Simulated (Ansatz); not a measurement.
CaF2:
```
CaF2
1.0
    0.00000     2.72026     2.72026
    2.72026     0.00000     2.72026
    2.72026     2.72026     0.00000
Ca F
1 2
Direct
  0.00000   0.00000   0.00000
  0.75000   0.75000   0.75000
  0.25000   0.25000   0.25000
```

Relaxed with r²SCAN.

Task: Give the optical modes at the zone centre with their infrared and Raman activity from DFPT, the program Ansatz at the r²SCAN level (PAW).

Result: Transverse frequencies, without the LO–TO term; a row sums one degenerate level.

```csv
ω (cm⁻¹),degeneracy,IR ((D/Å)²/amu),Raman (Å⁴/amu),activity,symmetry
263,3,19.50,0,IR,T1u
328,3,0.00,2.2,Raman,T2g
```

Task: How high does the top mode go among those that the LO–TO term moves?

Result: 476 cm⁻¹ for q along x.

Space group Fm-3m (fluorite). Symmetry was held in the r²SCAN relaxation; phonons on a q-mesh show no instability.

Potentials: the earlier of the program's two PAW sets.
